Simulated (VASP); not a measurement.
GaN:

```xyz
2
Lattice="0.0000 2.2500 2.2500 2.2500 0.0000 2.2500 2.2500 2.2500 0.0000" Properties=species:S:1:pos:R:3 pbc="T T T"
Ga    0.0000    0.0000    0.0000
N     1.1250    1.1250    1.1250
```

The cell was built by a generator and needn't be a form met in nature.

Base run:

| Item | Value |
| --- | --- |
| Program | VASP 6.6.1 |
| Functional | TB-mBJ |
| Potentials or basis | VASP PAW PBE potentials, release 64 (Ga_d, N) |
| Cutoff | 520 eV |
| k mesh | 8 × 8 × 8 |
| Occupations | fermi-dirac, width 0.05 eV |
| Spin | no spin polarisation |

Its results: band gap on the k mesh 2.89 eV, direct.

**Question.** After a change of settings the same cell gave: band gap on the k mesh 2.15 eV, direct. Which change was it?
A. functional from TB-mBJ to LDA; potentials or basis from VASP PAW PBE potentials, release 64 (Ga_d, N) to VASP PAW LDA potentials, release 64 (Ga_d, N)
B. functional from TB-mBJ to PBEsol
C. functional from TB-mBJ to r2SCAN

**Answer.** C.

Runs at the PBE level aren't shown here.
